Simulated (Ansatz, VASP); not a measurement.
**Ge: VASP beside Ansatz**

```
Ge
1.0
    -2.31063    2.71340    1.35276
     2.31063   -2.71340    1.35276
     2.31063    2.71340   -1.35276
Ge
2
Direct
  0.20682 0.95682 0.25000
  0.79318 0.04318 0.75000
```

Alike in both runs: task single point; functional PBEsol; k mesh 16 × 16 × 16; occupations gaussian, width 0.1 eV; no spin polarisation.

```csv
,VASP,Ansatz
version,VASP 6.6.1,Ansatz 0.2.0
potentials or method,"VASP PAW PBE potentials, release 64 (Ge_d)","scalar-relativistic, plane waves, PAW"
plane-wave cutoff (eV),520,420
valence electrons in the cell,28,28
```

```csv
,VASP,Ansatz,Ansatz less VASP
gap on the k mesh at the Fermi level (eV),none,none,-
pressure (GPa),8.9,9.0,+0.08
largest component of the traceless stress (GPa),13.19,13.19,-0.001
rms of the force components (eV/Å),0.053,0.055,+0.0018
```

Atom by atom the forces differ by 0.002 eV/Å (rms over components). A gap of «none» marks a metal or a gap that the smearing closes.

Caveats: the PAW data sets were made with another functional, which shifts forces and pressure a little (VASP).
